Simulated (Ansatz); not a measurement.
# Al3Ru2: energy and stress against strain

Aim: for Al3Ru2, see how energy and stress answer to the strain pattern (1, -1, 0, 0, 0, 0).

Computed with Ansatz 0.2.0 (DFT PBEsol, scalar-relativistic, plane waves, PAW, unless a step's input says otherwise).

1 further run of the same task is left out (set aside as unsound or not needed). Runs told in other sessions of the task aren't counted.

## 1. The structure to begin with

Symmetry: I4/mmm, No. 139, tetragonal system. Conventional cell: a = 3.073 Å, b = 3.073 Å, c = 14.252 Å, α = 90.00°, β = 90.00°, γ = 90.00°. Al (site symmetry 4/mmm) has 8 Ru at 2.64 Å and 2 Al at 2.76 Å in its first shell of neighbours. Al (site symmetry 4mm) is surrounded by 5 Ru at 2.51 to 2.86 Å and 5 Al at 2.70 to 2.76 Å. Ru (site symmetry 4mm) has 9 Al at 2.51 to 2.86 Å in its first shell of neighbours.

Coordinates:

```
Al Ru
1.0
    -1.53668    1.53668    7.12583
     1.53668   -1.53668    7.12583
     1.53668    1.53668   -7.12583
Al Ru
3 2
Direct
  0.00000 0.00000 0.00000
  0.80626 0.80626 0.00000
  0.19374 0.19374 0.00000
  0.60566 0.60566 0.00000
  0.39434 0.39434 0.00000
```

It goes back to an entry of the Materials Project, which need not be the stable form.

It is the result of an earlier relaxation at this level (volume 13.46 Å³/atom; gap on the mesh: none (metal)).

## 2. The reference cell

The reference gives a free energy of -13210.0190 eV, pressure 0.03 GPa, largest force 0.017 eV/Å and gap on the mesh none (metal). It was computed beforehand with the settings of the runs below.

## 3. Next: energy and stress against strain

The cell is strained by ε times the Voigt pattern (1, -1, 0, 0, 0, 0) (xx, yy, zz, yz, xz, xy; engineering shear), with fractional coordinates fixed (clamped ions). The stress on the pattern is the sum of the stress components weighted by it, tension positive.

## 4. ε = -0.1000

input.yaml

```yaml
crystal:
  lattice:
    - [-1.3830132592, 1.690349539, 7.1258323418]
    - [1.3830132592, -1.690349539, 7.1258323418]
    - [1.3830132592, 1.690349539, -7.1258323418]
  atoms:
    - { symbol: Al, position: [0.0, 0.0, 0.0] }
    - { symbol: Al, position: [0.8062567814, 0.8062567814, 0.0] }
    - { symbol: Al, position: [0.1937432186, 0.1937432186, 0.0] }
    - { symbol: Ru, position: [0.6056584131, 0.6056584131, 0.0] }
    - { symbol: Ru, position: [0.3943415869, 0.3943415869, 0.0] }
basis:
  ecutwfc: 420
kpoints:
  mp_grid: { grid: [22, 22, 22] }
hamiltonian:
  xc: pbesol
scf:
  occupations: { method: gaussian, width: 0.15 }
output:
  forces: true
  stress: true
  eigenvalues: true
```

Command:

```sh
$ ansatz run input.yaml --threads 1 --pin off --max-ram 2560MiB --backend cpu --events-out ev --progress --plain --runs-dir out
```

## 5. Point ε = 0.0750

Edit input.yaml of step 4 so:

```diff
@@ -2,5 +2,5 @@
   lattice:
-    - [-1.3830132592, 1.690349539, 7.1258323418]
-    - [1.3830132592, -1.690349539, 7.1258323418]
-    - [1.3830132592, 1.690349539, -7.1258323418]
+    - [-1.651932504, 1.4214302942, 7.1258323418]
+    - [1.651932504, -1.4214302942, 7.1258323418]
+    - [1.651932504, 1.4214302942, -7.1258323418]
   atoms:
```

## 6. ε = -0.0500

Edit input.yaml of step 5 so:

```diff
@@ -2,5 +2,5 @@
   lattice:
-    - [-1.651932504, 1.4214302942, 7.1258323418]
-    - [1.651932504, -1.4214302942, 7.1258323418]
-    - [1.651932504, 1.4214302942, -7.1258323418]
+    - [-1.4598473291, 1.6135154691, 7.1258323418]
+    - [1.4598473291, -1.6135154691, 7.1258323418]
+    - [1.4598473291, 1.6135154691, -7.1258323418]
   atoms:
```

## 7. ε = 0.0250

Edit input.yaml of step 6 so:

```diff
@@ -2,5 +2,5 @@
   lattice:
-    - [-1.4598473291, 1.6135154691, 7.1258323418]
-    - [1.4598473291, -1.6135154691, 7.1258323418]
-    - [1.4598473291, 1.6135154691, -7.1258323418]
+    - [-1.5750984341, 1.4982643641, 7.1258323418]
+    - [1.5750984341, -1.4982643641, 7.1258323418]
+    - [1.5750984341, 1.4982643641, -7.1258323418]
   atoms:
```

## 8. ε = 0.0875

Edit input.yaml of step 7 so:

```diff
@@ -2,5 +2,5 @@
   lattice:
-    - [-1.5750984341, 1.4982643641, 7.1258323418]
-    - [1.5750984341, -1.4982643641, 7.1258323418]
-    - [1.5750984341, 1.4982643641, -7.1258323418]
+    - [-1.6711410215, 1.4022217767, 7.1258323418]
+    - [1.6711410215, -1.4022217767, 7.1258323418]
+    - [1.6711410215, 1.4022217767, -7.1258323418]
   atoms:
```

## 9. At ε = 0.0625

Edit input.yaml of step 8 so:

```diff
@@ -2,5 +2,5 @@
   lattice:
-    - [-1.6711410215, 1.4022217767, 7.1258323418]
-    - [1.6711410215, -1.4022217767, 7.1258323418]
-    - [1.6711410215, 1.4022217767, -7.1258323418]
+    - [-1.6327239865, 1.4406388117, 7.1258323418]
+    - [1.6327239865, -1.4406388117, 7.1258323418]
+    - [1.6327239865, 1.4406388117, -7.1258323418]
   atoms:
```

## 10. At ε = 0.0375

Edit input.yaml of step 9 so:

```diff
@@ -2,5 +2,5 @@
   lattice:
-    - [-1.6327239865, 1.4406388117, 7.1258323418]
-    - [1.6327239865, -1.4406388117, 7.1258323418]
-    - [1.6327239865, 1.4406388117, -7.1258323418]
+    - [-1.5943069516, 1.4790558466, 7.1258323418]
+    - [1.5943069516, -1.4790558466, 7.1258323418]
+    - [1.5943069516, 1.4790558466, -7.1258323418]
   atoms:
```

## 11. Point ε = 0.0125

Edit input.yaml of step 10 so:

```diff
@@ -2,5 +2,5 @@
   lattice:
-    - [-1.5943069516, 1.4790558466, 7.1258323418]
-    - [1.5943069516, -1.4790558466, 7.1258323418]
-    - [1.5943069516, 1.4790558466, -7.1258323418]
+    - [-1.5558899166, 1.5174728816, 7.1258323418]
+    - [1.5558899166, -1.5174728816, 7.1258323418]
+    - [1.5558899166, 1.5174728816, -7.1258323418]
   atoms:
```

(Steps that only read results are left out.)

**Question.** What will these runs give? Wanted: slope of the stress at ε = 0, from the points at -0.0500, 0 and 0.0125.

As calculated:

```
                                                              quantity    value
slope of the stress at ε = 0, from the points at -0.0500, 0 and 0.0125  418 GPa
```

What this shows: From the stress slope, C11 + C22 − 2 C12 is about 418 GPa with the ions clamped; letting the atoms relax could not make it stiffer. The step is wide, so higher orders mix in. No sampled point lies below the undisturbed cell.
